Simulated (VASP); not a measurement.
Set up this calculation in VASP 6.6.1, as the native input.

```
Task                   : relaxation of shape and atoms at fixed volume
Functional             : PBE
Dispersion             : D3(BJ)
Potentials or basis    : VASP PAW PBE potentials, release 64 (Zr_sv)
Cutoff                 : 600 eV
k mesh                 : 15 × 15 × 7
Occupations            : methfessel-paxton, width 0.1 eV
Spin                   : no spin polarisation
Further INCAR settings : ALGO = Normal; EDIFF = 1e-07; IBRION = 2; EDIFFG = -0.01; NSW = 40; ISIF = 4
```

The structure of Zr lies in POSCAR:

```
Zr                                      
1.0
    3.2064550421     -0.0000000000      0.0000000000
   -1.6032275211      2.7768715226     -0.0000000000
    0.0000000000      0.0000000000      5.1442962355
  Zr            
     2
Direct
     0.3333333332999970    0.6666666667000030    0.2500000000000000
     0.6666666667000030    0.3333333332999970    0.7500000000000000
```

The cell isn't the ideal one: a relaxed cell with its volume scaled by 1.02.

The input as run:

INCAR

```
SYSTEM = Zr
PREC = Accurate ; ENCUT = 600
EDIFF = 1E-7 ; ISMEAR = 1
SIGMA = 0.1 ; LREAL = .FALSE.
LASPH = .TRUE. ; NELM = 80
ALGO = Normal ; ISIF = 4
LWAVE = .FALSE. ; LCHARG = .FALSE.
GGA = PE ; IVDW = 12
IBRION = 2 ; NSW = 40
EDIFFG = -0.01
```

KPOINTS

```
regular mesh
0
G
  15 15 7
  0 0 0
```

Potentials or basis: VASP PAW PBE potentials, release 64 (Zr_sv).

The run is started by

```bash
$ cat potpaw_PBE.64/Zr_sv/POTCAR > POTCAR
$ mpirun -np 1 vasp_std > vasp.out
```

It gave:

```json
{"Energy gained by relaxing": "0.0 meV/atom", "Ionic steps": "2", "Pressure after relaxing": "-1.9 GPa", "Band gap on the k mesh": "none (metal or under the smearing width)", "Dispersion energy per atom": "-0.537 eV"}
```

Caveat: pairwise dispersion overbinds metals, which lowers pressure and volume.

Wall time 62 s on 1 thread of Intel(R) Xeon(R) 6975P-C (Granite Rapids), on a shared host, peak memory 0.23 GiB.
